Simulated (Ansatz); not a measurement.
**Se: how much do the potentials matter?**

Se in the trigonal chain structure, in a typed cell, not relaxed.

```xyz
3
Lattice="2.2250 -3.8538 0.0000 2.2250 3.8538 0.0000 0.0000 0.0000 5.0500" Properties=species:S:1:pos:R:3 pbc="T T T"
Se    0.4940   -0.8555    1.6833
Se    0.4940    0.8555    3.3667
Se    3.4621    0.0000    0.0000
```

DFT in Ansatz; PBE; k mesh 6×6×4; fixed occupations; no spin. Phonons (linear response) are harmonic and in cm⁻¹; i marks an unstable mode. Zone-centre lists hold the optical modes without the non-analytic term.

Caveats: coarse k mesh; the program warns that the mesh is coarse for the field response.

The reference is the run on all-electron PAW datasets (no frozen core) at 220 eV and 28.87 Å³ an atom: top Γ mode (cm⁻¹) 228; lowest Γ mode (cm⁻¹) 91; mean ε∞ 10.04.

Problem. The same calculation was made on Ansatz generated PAW, Ansatz hand-made PAW, JTH PAW, PseudoDojo norm-conserving, GBRV ultrasoft, Ansatz norm-conserving. How far do the results move?

Solution. 
```csv
potentials,cutoff (eV),top Γ mode (cm⁻¹),lowest Γ mode (cm⁻¹),mean ε∞
Ansatz generated PAW,420,228,91,10.08
Ansatz hand-made PAW,580,228,91,10.06
JTH PAW,270,229,91,10.08
PseudoDojo norm-conserving,1170,228,90,10.17
GBRV ultrasoft,544,229,90,10.08
Ansatz norm-conserving,1170,227,90,10.16
```

The largest move among the frequencies in the table is 1.0 cm⁻¹, in the top Γ mode on GBRV ultrasoft.
